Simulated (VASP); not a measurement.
A run of VASP 6.6.1 is set up as follows.

File POSCAR:

```
C
1.0
    0.0000000000      1.7833700000      1.7833700000
    1.7833700000      0.0000000000      1.7833700000
    1.7833700000      1.7833700000      0.0000000000
C
2
Direct
    0.7500000000      0.7500000000      0.7500000000
    0.5000000000      0.5000000000      0.5000000000
```

Contents of INCAR.step1:

```
SYSTEM = C
PREC = Accurate
ENCUT = 900
EDIFF = 1E-6
ISMEAR = -1
SIGMA = 0.05
LREAL = .False.
LASPH = .True.
NELM = 100
ALGO = Fast
ISIF = 2
LWAVE = .False.
LCHARG = .True.
GGA = PE
NBANDS = 11
```

The input KPOINTS.step1:

```
regular mesh
0
Gamma
  13 13 13
  0 0 0
```

The input INCAR.step2:

```
SYSTEM = C
PREC = Accurate
ENCUT = 900
EDIFF = 1E-6
ISMEAR = 0
SIGMA = 0.05
LREAL = .False.
LASPH = .True.
NELM = 100
ALGO = Fast
ISIF = 2
LWAVE = .False.
LCHARG = .False.
GGA = PE
NBANDS = 11
ICHARG = 11
```

File KPOINTS.step2:

```
path GXWKGLUWLK,UX
15
line-mode
reciprocal
 0.0000000000  0.0000000000  0.0000000000  G
 0.5000000000  0.0000000000  0.5000000000  X

 0.5000000000  0.0000000000  0.5000000000  X
 0.5000000000  0.2500000000  0.7500000000  W

 0.5000000000  0.2500000000  0.7500000000  W
 0.3750000000  0.3750000000  0.7500000000  K

 0.3750000000  0.3750000000  0.7500000000  K
 0.0000000000  0.0000000000  0.0000000000  G

 0.0000000000  0.0000000000  0.0000000000  G
 0.5000000000  0.5000000000  0.5000000000  L

 0.5000000000  0.5000000000  0.5000000000  L
 0.6250000000  0.2500000000  0.6250000000  U

 0.6250000000  0.2500000000  0.6250000000  U
 0.5000000000  0.2500000000  0.7500000000  W

 0.5000000000  0.2500000000  0.7500000000  W
 0.5000000000  0.5000000000  0.5000000000  L

 0.5000000000  0.5000000000  0.5000000000  L
 0.3750000000  0.3750000000  0.7500000000  K

 0.6250000000  0.2500000000  0.6250000000  U
 0.5000000000  0.0000000000  0.5000000000  X
```

Potentials or basis: VASP PAW PBE potentials, release 64 (C_h).

Command:

```bash
$ cat potpaw_PBE.64/C_h/POTCAR > POTCAR
$ cp INCAR.step1 INCAR
$ cp KPOINTS.step1 KPOINTS
$ mpirun -np 1 vasp_std > vasp.out
$ cp INCAR.step2 INCAR
$ cp KPOINTS.step2 KPOINTS
$ mpirun -np 1 vasp_std > vasp.out
```

(1) What does it give for the band gap along the path?

(2) Predict the band gap on the k mesh.

Answers

(1) 4.14 eV, indirect (least direct gap 5.60 eV).

(2) 4.15 eV, indirect (least direct gap 5.60 eV).

Caveat: the log is that of the step along the path at fixed density, whose energy, stress, charges and moments have no meaning.
